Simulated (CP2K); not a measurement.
Crystal: Ag.

```
Ag
1.0
     2.88888    0.00000    0.00000
     1.44444    2.50185    0.00000
     1.44444    0.83395    2.35876
Ag
1
Direct
  0.00000 0.00000 0.00000
```

Base run:

```yaml
Program: CP2K 2026.2
Functional: LDA
Potentials_or_basis: POTENTIAL_UZH Ag GTH-PBE-q11; TZVP-MOLOPT-PBE-GTH basis
Density_cutoff: 9184 eV
k_mesh: 11 × 11 × 11
Occupations: fermi-dirac, width 0.05 eV
Spin: no spin polarisation
```

Its results: band gap on the k mesh none (metal or under the smearing width); pressure -5.4 GPa.

Q: After a change of settings the same cell gave: band gap on the k mesh none (metal or under the smearing width); pressure 4.2 GPa. Which change was it?
A. functional from LDA to BLYP
B. functional from LDA to vdW-DF2
C. functional from LDA to PBE
D. functional from LDA to AM05

A: C.

PBE binds less tightly than LDA, so the same cell stands under more pressure.

Caveats: the basis of atomic orbitals isn't converged, which shifts pressures, moduli and gaps; the potentials were made for another functional, which shifts forces and pressure (some runs).
